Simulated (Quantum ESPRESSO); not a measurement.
HgTe (Coloradoite) under changes of volume

One of the cells (33.215 Å³/atom); the others are scaled copies at fixed shape and fractional positions:

```
Hg Te
1.0
     0.00000    3.21450    3.21450
     3.21450    0.00000    3.21450
     3.21450    3.21450    0.00000
Hg Te
1 1
Direct
  0.00000 0.00000 0.00000
  0.75000 0.75000 0.75000
```

```yaml
Program: Quantum ESPRESSO 7.5
Functional: LDA
Potentials_or_basis: GBRV 1.5 LDA
Cutoff: 612 eV
Density_cutoff: 4898 eV
k_mesh: 7 × 7 × 7
Occupations: fermi-dirac, width 0.05 eV
Spin: no spin polarisation
```

```csv
volume (Å³/atom),energy over the lowest point (meV/atom),pressure (GPa)
31.223,?,?
31.887,15.27,2.9
32.551,5.61,1.7
33.215,0.68,0.6
33.880,0.00,-0.3
34.544,3.13,-1.2
35.208,9.53,-1.9
```

Question: What does the run at 31.223 Å³/atom give?

Answer: Energy over the lowest point 30.37 meV/atom; pressure 4.3 GPa.

Worked out: A Birch-Murnaghan fit of order 3 (a polynomial in V^(-2/3)) to the other rows has its minimum at 33.66 Å³/atom with B0 = V·E''(V) = 48 GPa and B' = 5.0. It gives 30.33 meV/atom at 31.223 Å³/atom, against the run's 30.37, and -dE/dV = 4.3 GPa, against 4.3.

Energies are extrapolated to zero smearing.
